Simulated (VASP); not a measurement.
# Bi (R-3m) in VASP: relaxation of cell and atoms with PBE

Aim: the relaxation of cell and atoms of Bi with PBE.

Everything below comes from runs of VASP 6.6.1. Logs are shortened: lines on timing, memory, paths and dates and some standing lists are left out, and cuts for length are marked.

## Step 1: The structure

It takes space group R-3m (No. 166, trigonal). Conventional cell: a = 4.580 Å, b = 4.580 Å, c = 12.174 Å, α = 90.00°, β = 90.00°, γ = 120.00°. Bi (site symmetry 3m) has 3 Bi at 3.11 Å as nearest neighbours.

## Step 2: Relaxation of cell and atoms, PBE

File INCAR:

```
SYSTEM = Bi
  ALGO = Normal
  EDIFF = 1E-7
  EDIFFG = -0.005
  ENCUT = 600
  GGA = PE
  IBRION = 2
  ISIF = 3
  ISMEAR = 1
  LASPH = .True.
  LCHARG = .False.
  LREAL = .False.
  LWAVE = .False.
  NELM = 80
  NSW = 90
  PREC = Accurate
  SIGMA = 0.1
```

File KPOINTS:

```
k-points
0
Gamma
  12 12 10
  0 0 0
```

File POSCAR:

```
Bi                                      
1.0
    2.2901127942      1.3221972382      4.0581028310
   -2.2901127942      1.3221972382      4.0581028310
    0.0000000000     -2.6443944764      4.0581028310
  Bi            
     2
Direct
     0.2336883129468019    0.2336883129468019    0.2336883129468019
     0.7663116870531981    0.7663116870531981    0.7663116870531981
```

Potentials or basis: VASP PAW PBE potentials, release 64 (Bi_d).

Started as:

```sh
$ cat potpaw_PBE.64/Bi_d/POTCAR > POTCAR
$ mpirun -np 1 vasp_std > vasp.out
```

OUTCAR:

```text
SYSTEM = Bi
   EDIFF = 1E-7
   EDIFFG = -0.005
   ENCUT = 600
   GGA = PE
   IBRION = 2
   ISIF = 3
   ISMEAR = 1
   LASPH = .True.
   LREAL = .False.
   NELM = 80
   NSW = 90
   PREC = Accurate

 ion  position               nearest neighbor table
   1  0.234  0.234  0.234-   2 3.11   2 3.11   2 3.11   2 3.59   2 3.59   2 3.59
   2  0.766  0.766  0.766-   1 3.11   1 3.11   1 3.11   1 3.59   1 3.59   1 3.59

  LATTYP: Found a trigonal (rhomboedric) cell.
 ALAT       =     4.8436577846
 COS(alpha) =     0.5529080623

  Lattice vectors:

 A1 = (   2.2901127942,   1.3221972382,   4.0581028310)
 A2 = (  -2.2901127942,   1.3221972382,   4.0581028310)
 A3 = (   0.0000000000,  -2.6443944764,   4.0581028310)

Analysis of symmetry for initial positions (statically):
=====================================================================
 Subroutine PRICEL returns:
 Original cell was already a primitive cell.

 Routine SETGRP: Setting up the symmetry group for a
 trigonal (rhombohedral) supercell.

 Subroutine GETGRP returns: Found 12 space group operations
 (whereof 12 operations were pure point group operations)
 out of a pool of 12 trial point group operations.

The static configuration has the point symmetry D_3d.

Analysis of symmetry for dynamics (positions and initial velocities):
=====================================================================
 Subroutine PRICEL returns:
 Original cell was already a primitive cell.

 Routine SETGRP: Setting up the symmetry group for a
 trigonal (rhombohedral) supercell.

 Subroutine GETGRP returns: Found 12 space group operations
 (whereof 12 operations were pure point group operations)
 out of a pool of 12 trial point group operations.

The dynamic configuration has the point symmetry D_3d.

 Subroutine INISYM returns: Found 12 space group operations
 (whereof 12 operations are pure point group operations),
 and found     1 'primitive' translations

----------------------------------------------------------------------------------------

                                     Primitive cell

  volume of cell :      73.7271

  direct lattice vectors                    reciprocal lattice vectors
     2.290112794  1.322197238  4.058102831     0.218329857  0.126052802  0.082140189
    -2.290112794  1.322197238  4.058102831    -0.218329857  0.126052802  0.082140189
     0.000000000 -2.644394476  4.058102831     0.000000000 -0.252105604  0.082140189

  length of vectors
     4.843657785  4.843657785  4.843657785     0.265149479  0.265149479  0.265149479

  position of ions in fractional coordinates (direct lattice)
     0.233688313  0.233688313  0.233688313
     0.766311687  0.766311687  0.766311687

  ion indices of the primitive-cell ions
   primitive index   ion index
                 1           1
                 2           2

----------------------------------------------------------------------------------------

 KPOINTS: k-points

Automatic generation of k-mesh.
 Grid dimensions read from file:
 generate k-points for:   12   12   10

 Generating k-lattice:

  Cartesian coordinates                     Fractional coordinates (reciprocal lattice)
     0.018194155  0.010504400  0.006845016     0.083333333  0.000000000  0.000000000
    -0.018194155  0.010504400  0.006845016     0.000000000  0.083333333  0.000000000
     0.000000000 -0.025210560  0.008214019     0.000000000  0.000000000  0.100000000

  Length of vectors
     0.022095790  0.022095790  0.026514948

  Shift w.r.t. Gamma in fractional coordinates (k-lattice)
     0.000000000  0.000000000  0.000000000

 -----------------------------------------------------------------------------
|                                                                             |
|           W    W    AA    RRRRR   N    N  II  N    N   GGGG   !!!           |
|           W    W   A  A   R    R  NN   N  II  NN   N  G    G  !!!           |
|           W    W  A    A  R    R  N N  N  II  N N  N  G       !!!           |
|           W WW W  AAAAAA  RRRRR   N  N N  II  N  N N  G  GGG   !            |
|           WW  WW  A    A  R   R   N   NN  II  N   NN  G    G                |
|           W    W  A    A  R    R  N    N  II  N    N   GGGG   !!!           |
|                                                                             |
|     Your reciprocal lattice and k-lattice belong to different lattice       |
|     classes:                                                                |
|                                                                             |
|        The reciprocal lattice is rhombohedral (trigonal),                   |
|        whereas your k-lattice is base-centered monoclinic.                  |
|                                                                             |
|     Results are often still useful ...                                      |
|                                                                             |
 -----------------------------------------------------------------------------

 WARNING: IBZKPT: internal override: KBLOWUP is changed to .FALSE.
      ... skipping the blow-up phase ...

 Subroutine IBZKPT returns following result:
 ===========================================

 Found    391 irreducible k-points:

 Following reciprocal coordinates:
            Coordinates               Weight
  0.000000  0.000000  0.000000      1.000000
  0.083333  0.000000  0.000000      4.000000
  0.166667  0.000000  0.000000      4.000000
  0.250000  0.000000  0.000000      4.000000
  0.333333  0.000000  0.000000      4.000000
  0.416667 -0.000000  0.000000      4.000000
[... 16 lines left out ...]
  0.500000  0.166667  0.000000      8.000000
 -0.416667  0.166667  0.000000      4.000000
 [... further k-points ...]
   k-points           NKPTS =    391   k-points in BZ     NKDIM =    391   number of bands    NBANDS=     19
   number of dos      NEDOS =    301   number of ions     NIONS =      2
   total plane-waves  NPLWV =  64000
   dimension x,y,z NGX =    40 NGY =   40 NGZ =   40
   dimension x,y,z NGXF=    80 NGYF=   80 NGZF=   80
   ions per type =               2
   NGX,Y,Z   is equivalent  to a cutoff of  13.73, 13.73, 13.73 a.u.
   NGXF,Y,Z  is equivalent  to a cutoff of  27.46, 27.46, 27.46 a.u.
 SYSTEM =  Bi
   PREC   = accura    normal or accurate (medium, high low for compatibility)
   ISTART =      0    job   : 0-new  1-cont  2-samecut
   ICHARG =      2    charge: 1-file 2-atom 10-const
   ISPIN  =      1    spin polarized calculation?
   LNONCOLLINEAR =      F non collinear calculations
   LSORBIT =      F    spin-orbit coupling
   LASPH  =      T    aspherical Exc in radial PAW
   ENCUT  =  600.0 eV  44.10 Ry    6.64 a.u.   9.67  9.67  9.67*2*pi/ulx,y,z
   NELM   =     80;   NELMIN=  2; NELMDL= -5     # of ELM steps
   EDIFF  = 0.1E-06   stopping-criterion for ELM
   LREAL  =      F    real-space projection
   EDIFFG = -.5E-02   stopping-criterion for IOM
   NSW    =     90    number of steps for IOM
   IBRION =      2    ionic relax: 0-MD 1-quasi-New 2-CG
   NFREE  =      1    steps in history (QN), initial steepest desc. (CG)
   ISIF   =      3    stress and relaxation
   ISYM   =      2    0-nonsym 1-usesym 2-fastsym
   POTIM  = 0.5000    time-step for ionic-motion
   TEBEG  =    0.0;   TEEND  =   0.0 temperature during run
   PSTRESS=    0.0 pullay stress
   NELECT =      30.0000    total number of electrons
   NUPDOWN=      -1.0000    fix difference up-down
   EMIN   =  10.00;   EMAX   =-10.00  energy-range for DOS
   EFERMI =   0.00;   METHOD = LEGACY
   ISMEAR =     1;   SIGMA  =   0.10  broadening in eV -4-tet -1-fermi 0-gaus
   EFERMI_NEDOS =   21; number of points for ismear=-14 and -15
   IALGO  =     38    algorithm
   IMIX   =      4    mixing-type and parameters
     AMIX     =   0.40;   BMIX     =  1.00
     AMIX_MAG =   1.60;   BMIX_MAG =  1.00
  volume/ion in A,a.u.               =      36.86       248.77
  Fermi-wavevector in a.u.,A,eV,Ry     =   1.213127  2.292477 20.023368  1.471676
  Thomas-Fermi vector in A             =   2.348589
   LORBIT       =      0    0 simple, 1 ext, 2 COOP (PROOUT), +10 PAW based schemes
   GGA     = PE    functional components
   LHFCALC =     F    Hartree Fock is set to
   AEXX    =    0.0000 exact exchange contribution
   IVDW    =     0    specifies the selected vdW correction
   LEPSILON=     F    determine dielectric tensor
   LRPA    =     F    only Hartree local field effects (RPA)
 conjugate gradient relaxation of ions
 non-spin polarized calculation
 Methfessel and Paxton  Order N= 1 SIGMA  =   0.10
  energy-cutoff  :      600.00
  volume of cell :       73.73
 maximum number of plane-waves:      2479
   NGX = 19   NGY = 19   NGZ = 19

--------------------------------------- Ionic step        1  -------------------------------------------

 number of electron      30.0000000 magnetization

 Free energy of the ion-electron system (eV)
  ---------------------------------------------------
  ext. energy  EPLUGINS =         0.00000000
  ---------------------------------------------------
  free energy    TOTEN  =        -7.77167939 eV

  energy without entropy =       -7.77156183  energy(sigma->0) =       -7.77164021

------------------------ aborting loop because EDIFF is reached ----------------------------------------

  FORCE on cell =-STRESS in cart. coord.  units (eV):
  Direction    XX          YY          ZZ          XY          YZ          ZX
  --------------------------------------------------------------------------------------
  -------------------------------------------------------------------------------------
  Total        0.0012080      0.0012080      0.0173450      0.0000000      0.0000000      0.0000000
  in kB        0.0262510      0.0262510      0.3769280      0.0000000      0.0000000      0.0000000
  external PRESSURE =       0.1431434 kB  Pullay stress =       0.0000000 kB

 VOLUME and BASIS-vectors are now :
 -----------------------------------------------------------------------------
  energy-cutoff  :      600.00
  volume of cell :       73.73
      direct lattice vectors                 reciprocal lattice vectors
     2.290112794  1.322197238  4.058102831     0.218329857  0.126052802  0.082140189
    -2.290112794  1.322197238  4.058102831    -0.218329857  0.126052802  0.082140189
     0.000000000 -2.644394476  4.058102831     0.000000000 -0.252105604  0.082140189

 POSITION                                       TOTAL-FORCE (eV/Angst)
 -----------------------------------------------------------------------------------
      0.00000      0.00000      2.84499         0.000000     -0.000000     -0.001474
      0.00000      0.00000      9.32931         0.000000      0.000000      0.001474
 -----------------------------------------------------------------------------------
    total drift:                                0.000000     -0.000000      0.000000

  FREE ENERGIE OF THE ION-ELECTRON SYSTEM (eV)
  ---------------------------------------------------
  free  energy   TOTEN  =        -7.7716793910 eV

  energy  without entropy=       -7.7715618341  energy(sigma->0) =       -7.77164021

--------------------------------------- Ionic step        2  -------------------------------------------

 number of electron      30.0000000 magnetization

 Free energy of the ion-electron system (eV)
  ---------------------------------------------------
  ext. energy  EPLUGINS =         0.00000000
  ---------------------------------------------------
  free energy    TOTEN  =        -7.77168542 eV

  energy without entropy =       -7.77156716  energy(sigma->0) =       -7.77164600

 E-fermi :   5.8376     XC(G=0):  -9.3105

 val. band max:        5.8167977532   @ k =   0.0833   0.0833   0.4000
 cond. band min:       5.8435168671   @ k =   0.4167   0.2500   0.3000
 fundamental gap:      0.0267191138
 Fermi energy:         5.8375841395

 k-point     1 :       0.0000    0.0000    0.0000
  band No.  band energies     occupation
      1     -17.0410      2.00000
      2     -17.0410      2.00000
      3     -16.9084      2.00000
      4     -16.9084      2.00000
      5     -16.8957      2.00000
      6     -16.7486      2.00000
[... 11 lines left out ...]
     18       8.6651      0.00000
     19      11.4285      0.00000
[... 489 lines left out ...]
      3     -16.8739      2.00000
      4     -16.8601      2.00000
      5     -16.8325      2.00000
      6     -16.8183      2.00000
[... 11 lines left out ...]
     18       8.9371      0.00000
     19      12.4631      0.00000

 [... further k-points ...]
[... 5 lines left out ...]
  --------------------------------------------------------------------------------------
  -------------------------------------------------------------------------------------
  Total       -0.0047977     -0.0047977      0.0083800      0.0000000     -0.0000000      0.0000000
  in kB       -0.1042102     -0.1042102      0.1820202      0.0000000     -0.0000000      0.0000000
  external PRESSURE =      -0.0088001 kB  Pullay stress =       0.0000000 kB

 VOLUME and BASIS-vectors are now :
 -----------------------------------------------------------------------------
  energy-cutoff  :      600.00
  volume of cell :       73.76
      direct lattice vectors                 reciprocal lattice vectors
     2.290179524  1.322235765  4.059800682     0.218323496  0.126049129  0.082105837
    -2.290179524  1.322235765  4.059800682    -0.218323496  0.126049129  0.082105837
     0.000000000 -2.644471530  4.059800682     0.000000000 -0.252098258  0.082105837

 POSITION                                       TOTAL-FORCE (eV/Angst)
 -----------------------------------------------------------------------------------
      0.00000      0.00000      2.84611         0.000000      0.000000     -0.003086
      0.00000      0.00000      9.33329         0.000000      0.000000      0.003086
 -----------------------------------------------------------------------------------
    total drift:                               -0.000000     -0.000000      0.000000

  FREE ENERGIE OF THE ION-ELECTRON SYSTEM (eV)
  ---------------------------------------------------
  free  energy   TOTEN  =        -7.7716854175 eV

  energy  without entropy=       -7.7715671609  energy(sigma->0) =       -7.77164600

 reached required accuracy - stopping structural energy minimisation
```

Run time: 6.3 min. Hardware: 1 thread of Intel Xeon 6975P-C (Granite Rapids), shared host; peak memory 0.67 GiB.

What came out:

| Quantity | Value |
| --- | --- |
| Free energy | -7.7717 eV |
| Relaxed volume | 36.88 Å³/atom |
| Relaxed cell | a = 4.845 Å, b = 4.845 Å, c = 4.845 Å, α = 56.42°, β = 56.42°, γ = 56.42° |
| Space group after relaxing (to 0.05 Å) | R-3m (No. 166) |
| Energy gained by relaxing | 0.0 meV/atom |
| Ionic steps | 2 |
| Pressure after relaxing | 0.0 GPa |
| Largest force after relaxing | 0.003 eV/Å |
| Band gap on the k mesh | none (metal or under the smearing width) |

Forces in eV/Å, atoms in the order of the input:
```
Bi   0.000  0.000 -0.003
Bi   0.000  0.000  0.003
```

Final structure:
```
CELL_PARAMETERS angstrom
2.29018 1.32224 4.05980
-2.29018 1.32224 4.05980
0.00000 -2.64447 4.05980
ATOMIC_POSITIONS crystal
Bi 0.23368 0.23368 0.23368
Bi 0.76632 0.76632 0.76632
```

Levels at points of the mesh, in eV from the Fermi level:
```tsv
k point	band 12	band 13	band 14	band 15	band 16	band 17	band 18	band 19
(0.00, 0.00, 0.00)	-7.67	-1.51	-1.11	-1.11	2.38	2.83	2.83	5.59
(0.50, 0.00, 0.00)	-10.40	-1.41	-1.16	-0.33	-0.23	0.50	1.06	7.27
(0.50, 0.50, 0.00)	-9.48	-4.44	-2.90	-2.70	2.40	4.64	5.24	6.31
(0.50, 0.50, 0.50)	-9.82	-0.89	-0.55	-0.55	0.73	0.77	0.77	6.79
```

Caveat: spin-orbit coupling is left out, which moves the levels of the heavy elements.
